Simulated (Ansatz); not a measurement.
A (111) slab of TiC (Fm-3m (No. 225)), 11 planes, outer planes C (top) and C (bottom), with 11 atoms (Ti5C6) in a surface cell of A = 7.982 Å², as cut from the bulk:

```
CELL_PARAMETERS angstrom
3.03587 0.00000 0.00000
-1.51794 2.62914 0.00000
0.00000 0.00000 27.39389
ATOMIC_POSITIONS crystal
C 0.33333 0.66667 0.27378
Ti 0.66667 0.33333 0.31903
C 0.00000 0.00000 0.36427
Ti 0.33333 0.66667 0.40951
C 0.66667 0.33333 0.45476
Ti 0.00000 0.00000 0.50000
C 0.33333 0.66667 0.54524
Ti 0.66667 0.33333 0.59049
C 0.00000 0.00000 0.63573
Ti 0.33333 0.66667 0.68097
C 0.66667 0.33333 0.72622
```

Level of theory: DFT PBEsol, scalar-relativistic, plane waves, PAW (Ansatz). Cutoff 420 eV; k points 12×12×1 on the computed 11-atom cell (Γ-centred); Gaussian smearing, width 0.10 eV; no spin polarisation.

The relaxed slab holds 5 formula units of TiC and 1 further C. Against those formula units in the bulk and the further C in its standard state it lies 8.388 eV higher. The formation energy of TiC from the standard states is -1.832 eV a formula unit (uncorrected, no zero-point or thermal terms).

Q: Over what range can the chemical potential of C vary, and what is the surface energy at both ends?

A: In contact with the bulk, μ(C) + μ(Ti) is fixed. With Δμ counted from the standard states, Δμ(C) ≤ 0 keeps elemental C from forming, and Δμ(Ti) ≤ 0 requires Δμ(C) ≥ ΔH = -1.832 eV. Other compounds of C and Ti can narrow this range. Then γ, the mean of both faces, = [8.388 eV − 1.00·Δμ(C)]/(2A). At the C-rich end (Δμ = 0): 8.388/(2 × 7.982) × 16.02 = 8.42 J/m². At the C-poor end: (8.388 + 1.832)/(2 × 7.982) × 16.02 = 10.26 J/m².

Q: How does its energy depend on growth conditions?

A: It carries an excess of C, so its energy falls by 1.00 J/m² for each eV that μ(C) rises: C-rich conditions lower it; whether it appears depends on the other terminations.